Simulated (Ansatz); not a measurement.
# C: relaxation of cell and atoms with PBE

Crystal: C.

```
CELL_PARAMETERS angstrom
2.52210 0.00000 0.00000
-1.26105 2.18420 0.00000
0.00000 0.00000 12.35570
ATOMIC_POSITIONS crystal
C 0.66667 0.33333 0.35417
C 0.33333 0.66667 0.85417
C 0.66667 0.33333 0.14583
C 0.33333 0.66667 0.64583
C 0.66667 0.33333 0.47917
C 0.33333 0.66667 0.97917
C 0.66667 0.33333 0.02083
C 0.33333 0.66667 0.52083
C 0.00000 0.00000 0.81250
C 0.00000 0.00000 0.31250
C 0.00000 0.00000 0.68750
C 0.00000 0.00000 0.18750
```

This is a hexagonal form of diamond, not graphite.

```json
{"Program": "Ansatz 0.2.0", "Task": "relaxation of cell and atoms", "Functional": "PBE", "Potentials or basis": "Ansatz PAW", "Cutoff": "420 eV (not typed: the program's choice for these potentials)", "k mesh": "12 × 12 × 3", "Occupations": "fermi-dirac, width 0.05 eV", "Spin": "no spin polarisation"}
```

| Quantity | Value |
| --- | --- |
| Relaxed volume | 5.70 Å³/atom |
| Relaxed cell | a = 2.520 Å, b = 2.520 Å, c = 12.429 Å, α = 90.00°, β = 90.00°, γ = 120.00° |
| Space group after relaxing (to 0.05 Å) | P6_3/mmc (No. 194) |
| Energy gained by relaxing | 1.7 meV/atom |
| Ionic steps | 7 |
| Pressure after relaxing | 0.0 GPa |
| Band gap on the k mesh | 4.44 eV |

The path:
```
step  energy change (eV)  largest force (eV/Å)  volume (Å³)
   1              0.0000                0.3306        68.06
   2             -0.0141                0.3263        68.26
   3             -0.0173                0.1657        68.33
   4             -0.0180                0.0013        68.37
   5             -0.0202                0.0007        68.37
   6             -0.0201                0.0001        68.38
   7             -0.0202                0.0001        68.38
```

Final structure:
```
C
1.0
     2.52048    0.00000    0.00000
    -1.26024    2.18280    0.00000
     0.00000    0.00000   12.42901
C
12
Direct
  0.66667 0.33333 0.35491
  0.33333 0.66667 0.85491
  0.66667 0.33333 0.14509
  0.33333 0.66667 0.64509
  0.66667 0.33333 0.47923
  0.33333 0.66667 0.97923
  0.66667 0.33333 0.02077
  0.33333 0.66667 0.52077
  0.00000 0.00000 0.81314
  0.00000 0.00000 0.31314
  0.00000 0.00000 0.68686
  0.00000 0.00000 0.18686
```

It took 16 s on 4 threads of Intel(R) Xeon(R) Processor @ 2.70GHz, with other jobs on the host, peak memory 0.45 GiB.

Caveat: odd divisions of the mesh miss points on the zone boundary, where band edges often lie, so the gap on the mesh can be too wide; the plane-wave basis is chosen anew once the cell has moved, so the energies of steps on either side of that aren't comparable; the pressure holds a Pulay correction of +1.0 GPa for the finite cutoff. Zero-point motion and thermal expansion aren't in these numbers.
